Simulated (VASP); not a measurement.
**PbS (Galena): relaxation of cell and atoms with PBE**

The system is PbS (Galena).

```xyz
2
Lattice="0.0000 3.0037 3.0037 3.0037 0.0000 3.0037 3.0037 3.0037 0.0000" Properties=species:S:1:pos:R:3 pbc="T T T"
Pb    0.0000    0.0000    0.0000
S     3.0037    3.0037    3.0037
```

```
Program                : VASP 6.6.1
Task                   : relaxation of cell and atoms
Functional             : PBE
Potentials or basis    : VASP PAW PBE potentials, release 64 (Pb_d, S)
Cutoff                 : 600 eV
k mesh                 : 8 × 8 × 8
Occupations            : gaussian, width 0.03 eV
Spin                   : no spin polarisation
Further INCAR settings : ALGO = Normal; EDIFF = 1e-07; IBRION = 2; EDIFFG = -0.005; NSW = 90; ISIF = 3
```

```
Pressure after relaxing : 0.0 GPa
Band gap on the k mesh  : 0.50 eV, direct
```

Final structure:
```
Pb S
1.0
     0.00000    3.00373    3.00373
     3.00373    0.00000    3.00373
     3.00373    3.00373    0.00000
Pb S
1 1
Direct
  0.00000 0.00000 0.00000
  0.50000 0.50000 0.50000
```

Levels at points of the mesh, in eV from the valence-band top:
```csv
k point,band 7,band 8,band 9,band 10,band 11,band 12,band 13,band 14
"(0.00, 0.00, 0.00)",-6.07,-1.95,-1.95,-1.95,5.14,5.14,5.14,6.86
"(0.50, 0.00, 0.00)",-8.59,-1.59,-1.59,0.00,0.50,2.08,2.08,8.65
"(0.50, 0.50, 0.00)",-7.11,-4.83,-3.16,-3.16,4.07,5.49,5.58,5.58
```

It took 17 s on 1 thread of AMD EPYC 9R45 (Zen 5), on a shared host, peak memory 0.18 GiB.

Caveat: the relaxation stopped at its first step, so nothing moved; spin-orbit coupling is left out, which as a rule narrows the gap of such compounds by several tenths of an eV. A k mesh can miss the band edges.
